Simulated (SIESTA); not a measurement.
Runs of SIESTA 5.4.2 on CdSe. It takes space group F-43m (No. 216, cubic). The conventional cell has a = 6.141 Å, b = 6.141 Å, c = 6.141 Å, α = 90.00°, β = 90.00°, γ = 90.00°. Cd (site symmetry -43m) has 4 Se at 2.66 Å as nearest neighbours. Around Se (site symmetry -43m) lie 4 Cd at 2.66 Å. Measurements of this composition are mostly on another form, of space group No. 186.

```csv
level,gap on the mesh (eV),pressure (GPa)
vdW-DF-C09,0.66,(b)
vdW-DF,0.85,3.9
vdW-DF-cx,0.70,-0.7
VV10,0.56,1.5
vdW-DF2,0.62,(a)
optB88-vdW,0.68,1.0
```

Alike in all rows: task band structure; potentials or basis PseudoDojo 0.4 standard (PBE files), DZP (energy shift 0.003 Ry; two zetas on semicore shells); no spin polarisation; cell as given; k mesh 5 × 5 × 5; smearing fermi-dirac 0.05 eV; grid cutoff 800 Ry; energy shift 0.003 Ry.

Q: Fill in the values left out.

A: (a) 5.2; (b) -1.0.

Caveats: the potentials were made for another functional, which shifts forces and pressure; the basis of atomic orbitals isn't converged, which shifts pressures, moduli and gaps; the non-local part is tabulated coarsely and may be off by about a percent (some runs).

A k mesh can miss the band edges, and the runs leave out spin-orbit coupling on Cd, Se.

Runs at the PBE level aren't shown here.
